How much pressure does it take to squeeze a crystal by one per cent, and can an r2SCAN calculation answer well enough to be used in place of a measurement? The bulk modulus, the pressure needed per relative loss of volume, is that resistance. Its accuracy depends on two things: the curvature of the computed energy, and the volume at which that curvature is read. A practitioner can choose the second, and the choice sometimes matters more than the error one is trying to remove.

FLEUR MaX-R8.1 (later development tree), r2SCAN; fit.

```csv
formula,space group,volume of the given cell (Å³/atom),potentials or basis,k-mesh,computed bulk modulus (GPa),measured bulk modulus (GPa),range of the values found (GPa),"what was measured, and how",source,"computed over measured, less one (%)"
PbS,Fm-3m,26.09,all electron,8x8x8,57.8,51,one value,b0 from Birch-Murnaghan EOS fit; angle-dispersive powder XRD in DAC; powder,arXiv:cond-mat/0210013 (2002),13.3
ZnS,F-43m,19.73,all electron,9x9x9,77.9,76.9,one value,B0; experimental value quoted from literature; bulk crystal,arXiv:0911.5022 (2009),1.3
GaP,F-43m,20.24,all electron,8x8x8,87.0,87.5,one value,"zero-pressure bulk modulus, 3rd-order Birch-Murnaghan fit with K' fixed at 4.5; single-crystal XRD in diamond anvil cell; bulk crystal",arXiv:1709.06667 (2017),-0.6
Cu,Fm-3m,11.81,all electron,13x13x13,162.5,139,one value,"from linear fit of volume against pressure, 5 to 33 MPa; synchrotron powder XRD under pressure; powder",pmc:10161880 (2023),16.9
BP,F-43m,11.68,all electron,10x10x10,169.2,174,173 to 179,"B0, Murnaghan EOS fit with V0 fixed at 93.45 A^3; XRD in diamond anvil cell; powder",arXiv:1505.05714 (2015),-2.8
Ta,Im-3m,18.01,all electron,11x11x11,198.4,194,one value,isothermal K0 from ultrasonic data; ultrasonic measurement; bulk crystal,arXiv:cond-mat/0403080 (2004),2.3
Rh,Fm-3m,13.67,all electron,12x12x12,282.6,264,one value,K0 from ultrasound; ultrasound; bulk crystal,pmc:11535440 (2024),7.0
BN,F-43m,5.96,all electron,13x13x13,391.3,395,395 to 400,"isothermal B0, Vinet fit; equation-of-state measurement; bulk crystal",arXiv:1208.3664 (2012),-0.9
C,Fd-3m,5.67,all electron,13x13x13,451.3,442,441.8 to 444.8,B0 from ultrasound; ultrasonic measurement; bulk crystal,arXiv:cond-mat/0702656 (2007),2.1
```

## Where the plain calculation is good enough

The five tetrahedrally bonded crystals, ZnS, GaP, BP, BN and diamond, lie within 3% of the measured values, some above and some below. For BP alone the measurements run from 173 to 179 GPa, a spread as wide as these errors. A ranking of the five by accuracy would therefore mean little. For a purpose that tolerates 5%, the value at the computed energy minimum serves for all of them.

Theory offers a reason. In these crystals pairs of electrons sit between neighbouring atoms, and a functional built from the density, its gradient and the kinetic-energy density of the orbitals at each point can describe such compact bonds well. The table has no second functional against which to test that argument. Part of the close agreement may also be cancellation, since the motion of the atoms, left out here, is expected to lower the computed values by up to a few per cent.

The other four crystals all come out too stiff. Tantalum is off by only 2% and rhodium by 7%, but PbS is off by 13% and copper by 17%. For an engineer, the copper error means that a part under a given small pressure would be predicted to shrink about 14% less than it does, since $139/162.5=0.86$. Three metals and one rock-salt crystal are too few to give an error bar for their classes.

## Why the volume matters so much

Atoms pushed together repel each other steeply, while atoms pulled apart are held ever more weakly. The energy curve is therefore stiffer on its compressed side than on its stretched side. Suppose that the error of a calculation acts mainly like an extra pressure on an otherwise sound curve. A crystal made too small is then read on the stiff side and gets too large a bulk modulus, and one made too large errs the other way. An error that also changes the shape of the curve need not follow this rule.

To put a size on this, let $V_0$ be the volume at the computed minimum, $B_0$ the bulk modulus there, and $B_0'$ the rise of the bulk modulus per unit of pressure. If $B_0'$ stays constant over the small range needed, then $B=B_0+B_0'P$, where $P$ is the pressure. The definition $B=-V\,\mathrm{d}P/\mathrm{d}V$ turns this into $\mathrm{d}B/B=-B_0'\,\mathrm{d}V/V$, which integrates to

$$B(V)=B_0\left(\frac{V_0}{V}\right)^{B_0'} .$$

In these crystals $B_0'$ lies between 3.7 and 5.3, so one per cent of extra volume lowers the bulk modulus by about 4 to 5%. Lengths are less forgiving still, because the volume goes as their cube. To keep this source of error below 5%, the lattice length must be right to between 0.3 and 0.45%. A lattice that looks excellent by ordinary standards can thus still give a mediocre stiffness.

## Copper, worked through

The same run that gave copper's bulk modulus put its energy minimum at 11.43 Å³ per atom, against 11.81 Å³ in the given cell. It also gave $B_0'=5.29$. Carried to the given cell, the bulk modulus becomes

$$B = 162.5\ \text{GPa}\times\left(\frac{11.43}{11.81}\right)^{5.29}\approx 137\ \text{GPa}.$$

The measured value is 139 GPa. The given cell agrees with copper's published lattice length at room temperature, which is not in the table. A lattice only 1.1% too short can therefore account for nearly the whole discrepancy. No measured stiffness entered this estimate.

The functional need not carry all the blame for the short lattice. The calculation holds the atoms still, whereas real copper is swollen by heat and zero-point motion. At room temperature that swelling is expected to be between one and two per cent of the volume, which would make up perhaps half of copper's gap. How much of the rest belongs to r2SCAN and how much to the finite mesh and basis is open, because the runs include neither a convergence series nor another functional.

The formula itself can be checked against the raw energies. The curvature taken from just three of them around the given cell also yields about 137 GPa for copper. These are the same energies that entered the original fit, so the agreement shows that the scaling is sound but adds no outside evidence. For PbS, tantalum and rhodium the printed analysis uses energies rounded to 1 meV, which alone could shift the result by up to 8 to 15 GPa. The run records hold these energies to 0.01 meV, and with them the same check agrees with the formula to about 1% in all three crystals.

## Why the repair should not become a habit

If reading the curve at the given cell rescues copper, it is tempting to do so always. Over all nine crystals, however, the mean absolute error relative to measurement hardly changes: 5.2% at the computed minimum and 5.4% at the given cell. Leave copper out, and the change of setting makes matters worse, from 3.8 to 5.9%. The printed analysis below gives both settings for every crystal.

PbS shows most plainly why. Its computed volume is already 2.3% larger than the given one, so by the volume argument it should come out too soft, yet it is too stiff. Moving to the smaller given cell stiffens it further and raises the error from 13 to 25%. Something other than the volume must be at fault, and the good repair of copper gives no hint of what it is.

In rhodium the volume explains little. The computed and given volumes differ by only 0.4%, and the correction moves the result slightly away from the measurement. Even that direction is uncertain, because the given cell is slightly smaller than published lattice lengths suggest. Thermal softening, which the static calculation lacks, should explain part of the excess. Its size in rhodium was not computed.

Boron nitride shows how much such a flaw in the cell can cost. It agrees with experiment to 1% at the computed minimum but falls almost 6% short at the given cell. Judged by published lattice lengths, which are not in the table, that cell is slightly too large, so part of the apparent loss comes from the cell itself. A correction to a known volume is only as good as the volume, and a database cell is not automatically a measured one.

## What to choose, and what it costs

For sorting easily compressed crystals from stiff ones, either setting will do. The computed values run from 58 GPa for PbS to 451 GPa for diamond, a range far wider than any of the errors. For design figures good to about 10%, the value at the minimum is adequate for seven of the nine crystals, and the exceptions are copper and PbS. That count is not a success rate for r2SCAN, because some runs that matched measurement poorly were left out of the table. These two also have the largest gaps between computed and given volume, so a large gap is worth treating as a warning. It does not name the cause, since in PbS it points the wrong way, and it can miss an error, since rhodium's 7% comes with almost no gap.

The warning costs no computing time. Each bulk modulus here rests on five energies at five volumes, and the same five supply the minimum, the stiffness there and the stiffness at any nearby volume. Another functional would need a new set of energies for each crystal. A mesh a quarter denser along each axis has about twice as many k-points before symmetry is used, and the work grows roughly in that proportion.

That extra work pays when the target is a few per cent, because differences of that size could still come from the mesh or the basis. It should be spent after the volume has been compared, not before. In copper the step from one volume to the other is 26 GPa. A finer mesh can show whether the computed volume is converged, but not whether the functional has put it in the right place.

For PbS the next step is less obvious. The calculation holds the atoms still, and heat is expected to soften so compressible a crystal noticeably, which would explain part of the excess. It also leaves out spin-orbit coupling, which may matter for an element as heavy as lead. The reference, for its part, is a single fit to powder data, and in such fits the bulk modulus and its pressure derivative can trade against each other. Like all the measured values here, it was also read out of its paper by a program, and a few in a hundred such values may be wrong or belong to imperfect samples. An estimate of the thermal softening, a run with spin-orbit coupling and a second measurement would each test one of these possibilities. Until then, it remains open how much of the 13% is left for the functional itself.

Output of the analysis:

```
Two settings:
  row  computed minus given volume (%)  B at given cell (GPa)  error at minimum (%)  error at given cell (%)
  PbS                            2.292                  63.68                 13.33                    24.87
  ZnS                          -0.7706                   75.3                   1.3                   -2.081
  GaP                           0.1035                  87.43               -0.5714                 -0.08479
   Cu                           -3.221                  136.6                 16.91                   -1.696
   BP                         -0.09649                  168.6                -2.759                   -3.106
   Ta                         -0.07923                  197.8                 2.268                    1.953
   Rh                           0.3731                    288                 7.045                    9.107
   BN                           -1.317                  372.4               -0.9367                   -5.718
    C                          -0.5326                  442.3                 2.104                  0.07572
Check by raw curvature at given cell:
  row  B from three energies (GPa)  rounding error up to (GPa)  fall of B per 1% more volume (%)
  PbS                        65.25                       7.676                             4.167
  ZnS                        75.62                       1.015                             4.273
  GaP                        88.06                      0.9895                             4.587
   Cu                        136.5                       1.696                             5.132
   BP                        169.2                      0.1715                             3.616
   Ta                        194.6                       11.12                             3.797
   Rh                          293                       14.65                             4.969
   BN                        372.8                       0.336                             3.645
    C                        442.6                      0.3532                              3.67
mean absolute error, tetrahedral crystals, at minimum (%): 1.534
mean error with sign, tetrahedral crystals, at minimum (%): -0.1725
mean error with sign, three metals, at minimum (%): 8.74
mean absolute error, all rows, at minimum (%): 5.247
mean absolute error, all rows, at given cell (%): 5.41
mean absolute error without Cu, at minimum (%): 3.79
mean absolute error without Cu, at given cell (%): 5.874
common scale factor, mean of measured over computed: 0.9622
mean absolute error after the common factor (%): 5.096
Cu, B at minimum less B at given cell (GPa): 25.86
Cu, computed lattice length against given (%): -1.085
smallest lattice-length error that shifts B by 5% (%): 0.3148
largest lattice-length error that shifts B by 5% (%): 0.4502
k-points of a mesh a quarter denser along each axis, ratio: 1.953
```
